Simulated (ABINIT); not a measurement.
Crystal: GaN.

```
CELL_PARAMETERS angstrom
3.18000 0.00000 0.00000
-1.59000 2.75396 0.00000
0.00000 0.00000 5.16600
ATOMIC_POSITIONS crystal
Ga 0.66667 0.33333 0.50000
Ga 0.33333 0.66667 0.00000
N 0.66667 0.33333 0.87500
N 0.33333 0.66667 0.37500
```

| Quantity | Value |
| --- | --- |
| Program | ABINIT 10.8.3 (patched build) |
| Task | relaxation of cell and atoms |
| Functional | LDA |
| Potentials or basis | PseudoDojo NC SR LDA v0.4.1 standard |
| Cutoff | 1143 eV |
| k mesh | 8 × 8 × 4 |
| Occupations | fermi-dirac, width 0.05 eV |
| Spin | no spin polarisation |

At the start: pressure -4.7 GPa; volume 11.31 Å³/atom.

Question: How do energy, volume and symmetry change on relaxing?

Answer: Over 9 steps the energy falls by 4.6 meV/atom and the volume is 11.04 Å³/atom (-2.4 %); space group P6_3mc (No. 186, to 0.05 Å).

The path:
| step | energy change (eV) | largest force (eV/Å) | pressure (GPa) | volume (Å³) |
| --- | --- | --- | --- | --- |
| 1 | 0.0000 | 0.1254 | -4.73 | 45.24 |
| 2 | -0.0149 | 0.0738 | -2.01 | 44.59 |
| 3 | -0.0182 | 0.0194 | 0.12 | 44.11 |
| 4 | -0.0182 | 0.0152 | 0.02 | 44.14 |
| 5 | -0.0183 | 0.0064 | -0.03 | 44.15 |
| 6 | -0.0183 | 0.0013 | -0.03 | 44.15 |
| 7 | -0.0183 | 0.0014 | -0.01 | 44.14 |
| 8 | -0.0183 | 0.0009 | 0.00 | 44.14 |
| 9 | -0.0183 | 0.0002 | 0.00 | 44.14 |

Final structure:
```
Ga N
1.0
     3.15034    0.00000    0.00000
    -1.57517    2.72827    0.00000
     0.00000    0.00000    5.13568
Ga N
2 2
Cartesian
  1.5752 0.9094 2.5642
  0.0000 1.8188 -0.0036
  1.5752 0.9094 4.4973
  0.0000 1.8188 1.9295
```
